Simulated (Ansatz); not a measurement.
Runs of Ansatz 0.2.0 on V. The structure is cubic, space group Im-3m (No. 229). The conventional cell has a = 3.029 Å, b = 3.029 Å, c = 3.029 Å, α = 90.00°, β = 90.00°, γ = 90.00°. V (site symmetry m-3m) is surrounded by 8 V at 2.62 Å. 

```tsv
task	level	potentials or basis	cell	k mesh	cutoff (eV)	smearing	basis error allowed	gap on the mesh (eV)	pressure (GPa)	moment (μB)	relaxed volume (Å³/atom)
band structure	PBEsol	all-electron PAW datasets made for the crystal	as given	12 × 12 × 12	280	fermi-dirac 0.05 eV	-	-	(a)	0.00	-
relaxation of cell and atoms	revPBE	all-electron LAPW, scalar-relativistic	relaxed	9 × 9 × 9	-	fermi-dirac 0.05 eV	0.001 eV/atom	-	0.0	0.18	13.68
relaxation of cell and atoms	LDA	all-electron LAPW, scalar-relativistic	relaxed	12 × 12 × 12	-	fermi-dirac 0.05 eV	0.001 eV/atom	-	0.0	0.00	12.49
single point	PBE	all-electron LAPW, scalar-relativistic	as given	12 × 12 × 12	258	gaussian 0.022 eV	0.001 eV/atom	none	-5.3	0.12	-
single point	RPBE	all-electron LAPW, scalar-relativistic	as given	12 × 12 × 12	258	gaussian 0.1 eV	0.001 eV/atom	none	-1.3	0.00	-
band structure	LDA	all-electron LAPW, scalar-relativistic	as given	12 × 12 × 12	257	fermi-dirac 0.05 eV	0.001 eV/atom	-	-17.8	0.00	-
single point	PBE	all-electron LAPW, scalar-relativistic	as given	12 × 12 × 12	258	gaussian 0.015 eV	0.001 eV/atom	none	-5.3	0.12	-
band structure	revPBE	all-electron LAPW, scalar-relativistic	as given	12 × 12 × 12	258	fermi-dirac 0.05 eV	0.001 eV/atom	-	(b)	0.00	-
```

Alike in all rows: spin collinear, ferromagnetic start.

**Question.** Estimate the missing entries.

**Answer.** (a) -12.1; (b) -2.4.

Caveats: the k mesh is thin for a metal, which can move the energy by tens of meV per atom (some runs); the volume moved by -10 % from the deposited cell, more than functionals usually miss (some runs); so large a pressure means that the cell lies far from this level's equilibrium, or that cutoff or potentials fall short (some runs).

A k mesh can miss the band edges.

A gap of «none» marks a metal or a gap under the smearing width.

Not every run made on this cell is shown here.
